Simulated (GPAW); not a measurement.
TiCo:

```xyz
2
Lattice="2.9861 0.0000 0.0000 0.0000 2.9861 0.0000 0.0000 0.0000 2.9861" Properties=species:S:1:pos:R:3 pbc="T T T"
Co    1.4931    1.4931    1.4931
Ti    0.0000    0.0000    0.0000
```

The cell comes from a database or a generator and needn't be the stable form of this composition.

| Quantity | Value |
| --- | --- |
| Program | GPAW 26.7.0 |
| Task | single point |
| Functional | PBEsol |
| Potentials or basis | PAW data sets generated in the run's folder for this functional |
| Cutoff | 600 eV |
| Basis | pw |
| k mesh | 9 × 9 × 9 |
| Occupations | fermi-dirac, width 0.05 eV |
| Spin | collinear spin, ferromagnetic start |
| Starting moments | [2.0, 1.0] μB |

On this cell: pressure -8.5 GPa; largest force zero by symmetry; net moment 0.71 μB per cell; site moments Co +0.77; Ti -0.02 μB; band gap on the k mesh none (metal or under the smearing width).

The same run follows on a disturbed copy (atoms moved at random, drawn with an rms of 0.05 Å):

```
Co Ti
1.0
     2.98611    0.00000    0.00000
     0.00000    2.98611    0.00000
     0.00000    0.00000    2.98611
Co Ti
1 1
Direct
  0.50552 0.50227 0.49660
  0.00479 0.99145 0.99640
```

What changes?

The energy (extrapolated to zero smearing) moves by +1.2 meV/atom; pressure -8.4 GPa; largest force 0.150 eV/Å; net moment 0.70 μB per cell; site moments Co +0.77; Ti -0.02 μB; band gap on the k mesh none (metal or under the smearing width).

Forces in eV/Å, atoms in the order of the input:
```
Co  -0.010 -0.149 -0.003
Ti   0.010  0.149  0.003
```
